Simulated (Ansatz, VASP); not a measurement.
## Ta2N: changing the dispersion correction

The cell as given:

Symmetry: P-3m1, No. 164, trigonal system. Conventional cell: a = 3.113 Å, b = 3.113 Å, c = 4.870 Å, α = 90.00°, β = 90.00°, γ = 120.00°. Around Ta (site symmetry 3m) lie 3 N at 2.18 Å. N (site symmetry -3m) is surrounded by 6 Ta at 2.18 Å.

The cell comes from a database or a generator and needn't be the stable form of this composition.

Kept alike: task relaxation of cell and atoms; functional RPBE; k mesh 10 × 10 × 6; occupations fermi-dirac, width 0.05 eV; no spin polarisation. Program: Ansatz, Ansatz PAW, cutoff 420 eV. The mesh is that of the run's cell of 3 atoms. No spin-orbit coupling.

```csv
dispersion correction,volume (Å³/atom),first edge of the run's cell (Å),third edge of the run's cell (Å)
D3(BJ),11.917,2.953,4.734
D4,13.402,3.083,4.883
none,13.738,3.111,4.918
```

The relaxations keep at least the cell's symmetry (P-3m1). For a metal such a mesh leaves the last digits unconverged. Relaxations stop with a little pressure left, so the last digits of a volume or edge aren't settled. Ansatz's relaxations hold a Pulay term in the stress (up to 0.3 GPa here). All rows use potentials made for PBE.

Question: What does the dispersion correction change here?

Answer: The volume runs from 11.917 (D3(BJ)) to 13.738 Å³/atom (none). Against no correction: D3(BJ) -13.3 %; D4 -2.4 %. Dispersion terms mostly attract and so lower the volume; the schemes' coefficients and damping set how far. A twin series (VASP, PBE PAW files N, Ta_pv, 600 eV) moves it by +1.8173 between D3(BJ) and none, against +1.8203 Å³/atom here. The first edge of the run's cell runs from 2.953 (D3(BJ)) to 3.111 Å (none). A twin series (VASP, PBE PAW files N, Ta_pv, 600 eV) moves it by +0.1575 between D3(BJ) and none, against +0.1577 Å here. The third edge of the run's cell runs from 4.734 (D3(BJ)) to 4.918 Å (none). A twin series (VASP, PBE PAW files N, Ta_pv, 600 eV) moves it by +0.1826 between D3(BJ) and none, against +0.1837 Å here.
